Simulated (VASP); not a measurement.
# Bi (P2/m) in VASP: equation of state

Aim: energy against volume of Bi in PBEsol, for its equilibrium volume and stiffness.

All numbers are computed with VASP 6.6.1; they aren't measurements. Logs are shortened: lines on timing, memory, paths and dates and some standing lists are left out, and cuts for length are marked.

## Step 1: The structure

The structure is monoclinic, space group P2/m (No. 10). The conventional cell has a = 3.238 Å, b = 3.222 Å, c = 6.444 Å, α = 90.00°, β = 90.72°, γ = 90.00°. Bi (site symmetry m) is surrounded by 6 Bi at 3.22 to 3.24 Å.

This isn't the form of Bi at room conditions, which is rhombohedral.

## Step 2: Equation of state, PBEsol, 31.60 Å³/atom (volume scaled by 0.94)

INCAR

```
PREC     = Accurate       # precision mode
ENCUT    = 520            # plane-wave cutoff, eV
EDIFF    = 1E-7           # SCF threshold, eV
ISMEAR   = -1             # smearing method
SIGMA    = 0.05           # smearing width, eV
LREAL    = False          # projectors in reciprocal space
LASPH    = True           # aspherical terms in the spheres
NELM     = 60             # most SCF steps
ALGO     = Normal         # electronic algorithm
ISIF     = 2              # what is computed and relaxed
LWAVE    = False          # write WAVECAR
LCHARG   = False          # write CHGCAR
GGA      = PS             # functional
NBANDS   = 22             # bands
```

KPOINTS

```
regular mesh
0
Gamma
  8 8 4
```

POSCAR

```
Bi
1.0
    3.1722683854      0.0000000000      0.0000000000
    0.0000000000      3.1558770435      0.0000000000
   -0.0788124821      0.0000000000      6.3123439430
Bi
2
Direct
    0.5442472500      0.0000000000      0.7495778900
    0.4557527500      0.0000000000      0.2504221100
```

Potentials or basis: VASP PAW PBE potentials, release 64 (Bi_d).

Command:

```
> cat potpaw_PBE.64/Bi_d/POTCAR > POTCAR
> mpirun -np 1 vasp_std > vasp.out
```

OUTCAR:

```text
PREC = Accurate
   ENCUT = 520
   EDIFF = 1E-7
   ISMEAR = -1
   LREAL = False
   LASPH = True
   NELM = 60
   ISIF = 2
   GGA = PS

 Found     90 irreducible k-points:

 Following reciprocal coordinates:
            Coordinates               Weight
  0.000000  0.000000  0.000000      1.000000
  0.125000  0.000000  0.000000      2.000000
  0.250000  0.000000  0.000000      2.000000
  0.375000  0.000000  0.000000      2.000000
  0.500000  0.000000  0.000000      1.000000
  0.000000  0.125000  0.000000      2.000000
   k-points           NKPTS =     90   k-points in BZ     NKDIM =     90   number of bands    NBANDS=     22
   number of dos      NEDOS =    301   number of ions     NIONS =      2
   total plane-waves  NPLWV =  27648
   dimension x,y,z NGX =    24 NGY =   24 NGZ =   48
   dimension x,y,z NGXF=    48 NGYF=   48 NGZF=   96
   ions per type =               2
   NGX,Y,Z   is equivalent  to a cutoff of  12.58, 12.64, 12.64 a.u.
   NGXF,Y,Z  is equivalent  to a cutoff of  25.15, 25.29, 25.28 a.u.
 SYSTEM =  unknown system
   PREC   = accura    normal or accurate (medium, high low for compatibility)
   ISTART =      0    job   : 0-new  1-cont  2-samecut
   ICHARG =      2    charge: 1-file 2-atom 10-const
   ISPIN  =      1    spin polarized calculation?
   LNONCOLLINEAR =      F non collinear calculations
   LSORBIT =      F    spin-orbit coupling
   LASPH  =      T    aspherical Exc in radial PAW
   ENCUT  =  520.0 eV  38.22 Ry    6.18 a.u.   5.90  5.87 11.74*2*pi/ulx,y,z
   NELM   =     60;   NELMIN=  2; NELMDL= -5     # of ELM steps
   EDIFF  = 0.1E-06   stopping-criterion for ELM
   LREAL  =      F    real-space projection
   EDIFFG = 0.1E-05   stopping-criterion for IOM
   NSW    =      0    number of steps for IOM
   IBRION =     -1    ionic relax: 0-MD 1-quasi-New 2-CG
   NFREE  =      0    steps in history (QN), initial steepest desc. (CG)
   ISIF   =      2    stress and relaxation
   ISYM   =      2    0-nonsym 1-usesym 2-fastsym
   POTIM  = 0.5000    time-step for ionic-motion
   TEBEG  =    0.0;   TEEND  =   0.0 temperature during run
   PSTRESS=    0.0 pullay stress
   NELECT =      30.0000    total number of electrons
   NUPDOWN=      -1.0000    fix difference up-down
   EMIN   =  10.00;   EMAX   =-10.00  energy-range for DOS
   EFERMI =   0.00;   METHOD = LEGACY
   ISMEAR =    -1;   SIGMA  =   0.05  broadening in eV -4-tet -1-fermi 0-gaus
   EFERMI_NEDOS =   21; number of points for ismear=-14 and -15
   IALGO  =     38    algorithm
   IMIX   =      4    mixing-type and parameters
     AMIX     =   0.40;   BMIX     =  1.00
     AMIX_MAG =   1.60;   BMIX_MAG =  1.00
  volume/ion in A,a.u.               =      31.60       213.23
  Fermi-wavevector in a.u.,A,eV,Ry     =   1.277091  2.413351 22.190562  1.630960
  Thomas-Fermi vector in A             =   2.409710
   LORBIT       =      0    0 simple, 1 ext, 2 COOP (PROOUT), +10 PAW based schemes
   GGA     = PS    functional components
   LHFCALC =     F    Hartree Fock is set to
   AEXX    =    0.0000 exact exchange contribution
   IVDW    =     0    specifies the selected vdW correction
   LEPSILON=     F    determine dielectric tensor
   LRPA    =     F    only Hartree local field effects (RPA)
 non-spin polarized calculation
  energy-cutoff  :      520.00
  volume of cell :       63.19
 maximum number of plane-waves:      1730
   NGX = 11   NGY = 11   NGZ = 23

 number of electron      30.0000006 magnetization

 Free energy of the ion-electron system (eV)
  ---------------------------------------------------
  ext. energy  EPLUGINS =         0.00000000
  ---------------------------------------------------
  free energy    TOTEN  =        -8.50218895 eV

  energy without entropy =       -8.48826042  energy(sigma->0) =       -8.49522468

 E-fermi :   7.3971     XC(G=0): -10.2435

 val. band max:        7.3942453113   @ k =  -0.3750   0.2500   0.2500
 cond. band min:       7.4072919536   @ k =   0.1250   0.2500   0.2500
 fundamental gap:      0.0130466423
 Fermi energy:         7.3970516231

 k-point     1 :       0.0000    0.0000    0.0000
  band No.  band energies     occupation
      1     -15.5952      2.00000
      2     -15.5818      2.00000
      3     -15.5735      2.00000
      4     -15.2763      2.00000
      5     -15.2747      2.00000
      6     -15.2585      2.00000
      7     -15.1805      2.00000
      8     -15.1688      2.00000
      9     -15.1668      2.00000
     10     -15.1591      2.00000
     11      -6.2693      2.00000
     12      -4.0742      2.00000
     13       1.9380      2.00000
     14      10.7812      0.00000
     15      10.8241      0.00000
     16      10.8429      0.00000
     17      12.5463      0.00000
     18      13.0037      0.00000
     19      14.2300      0.00000
     20      15.5585      0.00000
     21      15.7222      0.00000
     22      17.3427      0.00000

 k-point     2 :       0.1250    0.0000    0.0000
  band No.  band energies     occupation
      1     -15.5903      2.00000
      2     -15.5388      2.00000
      3     -15.5348      2.00000
      4     -15.2957      2.00000
      5     -15.2745      2.00000
      6     -15.2379      2.00000
      7     -15.1960      2.00000
      8     -15.1826      2.00000
      9     -15.1744      2.00000
     10     -15.1676      2.00000
     11      -6.0557      2.00000
     12      -3.8694      2.00000
     13       2.1625      2.00000
     14       8.4796      0.00000
     15      10.6844      0.00000
     16      11.0226      0.00000
     17      11.0839      0.00000
     18      13.2611      0.00000
     19      14.7731      0.00000
     20      15.3561      0.00000
     21      15.7123      0.00000
     22      17.6689      0.00000

 k-point     3 :       0.2500    0.0000    0.0000
  band No.  band energies     occupation
      1     -15.5832      2.00000
      2     -15.4724      2.00000
      3     -15.4170      2.00000
      4     -15.3468      2.00000
      5     -15.2703      2.00000
      6     -15.2332      2.00000
      7     -15.2206      2.00000
      8     -15.2111      2.00000
      9     -15.1693      2.00000
     10     -15.1647      2.00000
     11      -5.4418      2.00000
     12      -3.2786      2.00000
     13       2.7826      2.00000
     14       5.4179      2.00000
     15       7.5936      0.03846
     16      11.4259      0.00000
     17      11.7403      0.00000
     18      13.0191      0.00000
     19      13.9553      0.00000
     20      15.3676      0.00000
     21      16.1625      0.00000
     22      18.3916      0.00000

 k-point     4 :       0.3750    0.0000    0.0000
  band No.  band energies     occupation
      1     -15.5763      2.00000
      2     -15.4296      2.00000
      3     -15.3971      2.00000
      4     -15.2993      2.00000
      5     -15.2701      2.00000
      6     -15.2660      2.00000
      7     -15.2582      2.00000
      8     -15.2475      2.00000
      9     -15.1617      2.00000
     10     -15.0763      2.00000
     11      -4.5895      2.00000
     12      -2.4577      2.00000
     13       2.9968      2.00000
     14       3.5859      2.00000
     15       5.0664      2.00000
     16      10.4090      0.00000
     17      12.5630      0.00000
     18      12.8553      0.00000
     19      14.8001      0.00000
     20      16.2802      0.00000
     21      16.9271      0.00000
     22      19.1284      0.00000

 k-point     5 :       0.5000    0.0000    0.0000
  band No.  band energies     occupation
      1     -15.5735      2.00000
      2     -15.4185      2.00000
      3     -15.4162      2.00000
      4     -15.2860      2.00000
      5     -15.2738      2.00000
      6     -15.2647      2.00000
      7     -15.2621      2.00000
      8     -15.2501      2.00000
      9     -15.1606      2.00000
     10     -15.0325      2.00000
     11      -4.0927      2.00000
     12      -1.9869      2.00000
     13       1.9854      2.00000
     14       3.9283      2.00000
     15       4.0744      2.00000
     16       9.6351      0.00000
     17      12.9901      0.00000
     18      13.2221      0.00000
     19      15.2173      0.00000
     20      17.3308      0.00000
     21      17.8311      0.00000
     22      18.0301      0.00000

 k-point     6 :       0.0000    0.1250    0.0000
  band No.  band energies     occupation
      1     -15.5790      2.00000
      2     -15.5436      2.00000
      3     -15.5365      2.00000
      4     -15.2984      2.00000
      5     -15.2725      2.00000
      6     -15.2374      2.00000
      7     -15.1855      2.00000
      8     -15.1835      2.00000
      9     -15.1792      2.00000
     10     -15.1754      2.00000
     11      -6.0527      2.00000
     12      -3.8637      2.00000
     13       2.1632      2.00000
     14       8.5683      0.00000
     15      10.8424      0.00000
     16      11.0278      0.00000
     17      11.0697      0.00000
     18      12.8099      0.00000
     19      14.8133      0.00000
     20      15.3968      0.00000
     21      15.8669      0.00000
     22      17.7880      0.00000

 [... further k-points ...]

------------------------ aborting loop because EDIFF is reached ----------------------------------------

  FORCE on cell =-STRESS in cart. coord.  units (eV):
  Direction    XX          YY          ZZ          XY          YZ          ZX
  --------------------------------------------------------------------------------------
  -------------------------------------------------------------------------------------
  Total        1.1792310      1.5283864      1.0645109      0.0000000      0.0000000     -0.0745780
  in kB       29.8970834     38.7492324     26.9885794      0.0000000      0.0000000     -1.8907784
  external PRESSURE =      31.8782984 kB  Pullay stress =       0.0000000 kB

 VOLUME and BASIS-vectors are now :
 -----------------------------------------------------------------------------
  energy-cutoff  :      520.00
  volume of cell :       63.19
      direct lattice vectors                 reciprocal lattice vectors
     3.172268385  0.000000000  0.000000000     0.315231840  0.000000000  0.003935813
     0.000000000  3.155877043  0.000000000     0.000000000  0.316869126  0.000000000
    -0.078812482  0.000000000  6.312343943     0.000000000  0.000000000  0.158419758

 POSITION                                       TOTAL-FORCE (eV/Angst)
 -----------------------------------------------------------------------------------
      1.66742      0.00000      4.73159         0.023353      0.000000     -0.002724
      1.42603      0.00000      1.58075        -0.023353      0.000000      0.002724
 -----------------------------------------------------------------------------------
    total drift:                                0.000000     -0.000000      0.000000

  FREE ENERGIE OF THE ION-ELECTRON SYSTEM (eV)
  ---------------------------------------------------
  free  energy   TOTEN  =        -8.5021889517 eV

  energy  without entropy=       -8.4882604155  energy(sigma->0) =       -8.49522468
```

Wall time 31 s (1 thread of Intel Xeon 6975P-C (Granite Rapids), shared host); peak memory 0.23 GiB.

Results:

```yaml
Free_energy: -8.5022 eV
Pressure: 3.2 GPa
Largest_force: 0.024 eV/Å
Band_gap_on_the_k_mesh: none (metal or under the smearing width)
```

Caveat: the PAW data sets were made with another functional, which shifts forces and pressure a little; spin-orbit coupling is left out, which moves the levels of the heavy elements.

## Step 3: Equation of state, PBEsol, 32.27 Å³/atom (volume scaled by 0.96)

INCAR is that of step 2.

KPOINTS is that of step 2.

POSCAR

```
Bi
1.0
    3.1946090396      0.0000000000      0.0000000000
    0.0000000000      3.1781022620      0.0000000000
   -0.0793675179      0.0000000000      6.3567985340
Bi
2
Direct
    0.5442472500      0.0000000000      0.7495778900
    0.4557527500      0.0000000000      0.2504221100
```

Potentials or basis: VASP PAW PBE potentials, release 64 (Bi_d).

Command:

```
> cat potpaw_PBE.64/Bi_d/POTCAR > POTCAR
> mpirun -np 1 vasp_std > vasp.out
```

Run time: 28 s. Hardware: 1 thread of Intel Xeon 6975P-C (Granite Rapids), shared host; peak memory 0.23 GiB.

The run converged. Its results:

```
Free energy            : -8.5238 eV
Pressure               : 1.8 GPa
Largest force          : 0.017 eV/Å
Band gap on the k mesh : none (metal or under the smearing width)
```

Caveat: the PAW data sets were made with another functional, which shifts forces and pressure a little; spin-orbit coupling is left out, which moves the levels of the heavy elements.

## Step 4: Equation of state, PBEsol, 32.94 Å³/atom (volume scaled by 0.98)

INCAR is that of step 3.

KPOINTS is that of step 3.

POSCAR

```
Bi
1.0
    3.2166415224      0.0000000000      0.0000000000
    0.0000000000      3.2000209013      0.0000000000
   -0.0799148974      0.0000000000      6.4006399093
Bi
2
Direct
    0.5442472500      0.0000000000      0.7495778900
    0.4557527500      0.0000000000      0.2504221100
```

Command:

```
> cat potpaw_PBE.64/Bi_d/POTCAR > POTCAR
> mpirun -np 1 vasp_std > vasp.out
```

Run time: 28 s. Hardware: 1 thread of Intel Xeon 6975P-C (Granite Rapids), shared host; peak memory 0.23 GiB.

It converged, with:

```
Free energy            : -8.5343 eV
Pressure               : 0.6 GPa
Largest force          : 0.014 eV/Å
Band gap on the k mesh : none (metal or under the smearing width)
```

Caveat: the PAW data sets were made with another functional, which shifts forces and pressure a little; spin-orbit coupling is left out, which moves the levels of the heavy elements.

## Step 5: Equation of state, PBEsol, 34.29 Å³/atom (volume scaled by 1.02)

INCAR is that of step 4.

KPOINTS is that of step 4.

POSCAR

```
Bi
1.0
    3.2598230713      0.0000000000      0.0000000000
    0.0000000000      3.2429793280      0.0000000000
   -0.0809877086      0.0000000000      6.4865647921
Bi
2
Direct
    0.5442472500      0.0000000000      0.7495778900
    0.4557527500      0.0000000000      0.2504221100
```

Command:

```
> cat potpaw_PBE.64/Bi_d/POTCAR > POTCAR
> mpirun -np 1 vasp_std > vasp.out
```

It took 28 s on 1 thread of Intel Xeon 6975P-C (Granite Rapids), shared host; peak memory 0.23 GiB.

It converged, with:

```
Free energy            : -8.5272 eV
Pressure               : -1.5 GPa
Largest force          : 0.015 eV/Å
Band gap on the k mesh : none (metal or under the smearing width)
```

Caveat: the PAW data sets were made with another functional, which shifts forces and pressure a little; spin-orbit coupling is left out, which moves the levels of the heavy elements.

## Step 6: Equation of state, PBEsol, 34.96 Å³/atom (volume scaled by 1.04)

INCAR is that of step 5.

KPOINTS is that of step 5.

POSCAR

```
Bi
1.0
    3.2809913467      0.0000000000      0.0000000000
    0.0000000000      3.2640382254      0.0000000000
   -0.0815136175      0.0000000000      6.5286865229
Bi
2
Direct
    0.5442472500      0.0000000000      0.7495778900
    0.4557527500      0.0000000000      0.2504221100
```

Potentials or basis: VASP PAW PBE potentials, release 64 (Bi_d).

Command:

```
> cat potpaw_PBE.64/Bi_d/POTCAR > POTCAR
> mpirun -np 1 vasp_std > vasp.out
```

It took 29 s on 1 thread of Intel Xeon 6975P-C (Granite Rapids), shared host; peak memory 0.24 GiB.

Results (log left out):

* Free energy: -8.5116 eV
* Pressure: -2.4 GPa
* Largest force: 0.019 eV/Å
* Band gap on the k mesh: none (metal or under the smearing width)

Caveat: the PAW data sets were made with another functional, which shifts forces and pressure a little; spin-orbit coupling is left out, which moves the levels of the heavy elements.

## Step 7: Equation of state, PBEsol, 35.63 Å³/atom (volume scaled by 1.06)

INCAR is that of step 6.

KPOINTS is that of step 6.

POSCAR

```
Bi
1.0
    3.3018899442      0.0000000000      0.0000000000
    0.0000000000      3.2848288383      0.0000000000
   -0.0820328266      0.0000000000      6.5702716347
Bi
2
Direct
    0.5442472500      0.0000000000      0.7495778900
    0.4557527500      0.0000000000      0.2504221100
```

Command:

```
> cat potpaw_PBE.64/Bi_d/POTCAR > POTCAR
> mpirun -np 1 vasp_std > vasp.out
```

Run time: 37 s. Hardware: 1 thread of Intel Xeon 6975P-C (Granite Rapids), shared host; peak memory 0.24 GiB.

The run converged. Its results:

```
Free energy            : -8.4890 eV
Pressure               : -3.1 GPa
Largest force          : 0.023 eV/Å
Band gap on the k mesh : none (metal or under the smearing width)
```

Caveat: the PAW data sets were made with another functional, which shifts forces and pressure a little; spin-orbit coupling is left out, which moves the levels of the heavy elements.

## Step 8: Equation of state, PBEsol

This step only gathers the single runs of the series.

What came out:

* Equilibrium volume: 33.33 Å³/atom
* Bulk modulus at fixed shape and positions: 54 GPa
* Pressure derivative of the bulk modulus: 4.8

Energy against volume, from the lowest point:
```csv
volume (Å³/atom),energy (meV/atom)
31.597,16.47
32.270,5.68
32.942,0.39
33.614,0.00
34.286,3.96
34.959,11.78
35.631,23.06
```

Caveat: the cell was scaled at fixed shape and fractional positions, which overstates the stiffness of a crystal with free parameters, most of all of layers and chains; the PAW data sets were made with another functional, which shifts forces and pressure a little; spin-orbit coupling is left out, which moves the levels of the heavy elements.
